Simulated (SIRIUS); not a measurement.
The system is Mo.

```xyz
1
Lattice="-1.5838 1.5838 1.5838 1.5838 -1.5838 1.5838 1.5838 1.5838 -1.5838" Properties=species:S:1:pos:R:3 pbc="T T T"
Mo    0.0000    0.0000    0.0000
```

Base run:

```yaml
Program: SIRIUS 7.10.0
Functional: PBE
Potentials_or_basis: SPMS 1.0 PBE (norm-conserving)
Cutoff: 1102 eV
Density_cutoff: 4408 eV
k_mesh: 12 × 12 × 12
Occupations: fermi-dirac, width 0.05 eV
Spin: no spin polarisation
```

Its results: band gap on the k mesh none (metal or under the smearing width); pressure -1.6 GPa.

Problem. The run is repeated on the same cell with these changes: potentials or basis from SPMS 1.0 PBE (norm-conserving) to GBRV 1.5 PBE (ultrasoft); cutoff from 1102 eV to 557 eV; density cutoff from 4408 eV to 5442 eV. What comes out?

Solution. Band gap on the k mesh none (metal or under the smearing width); pressure -2.4 GPa.
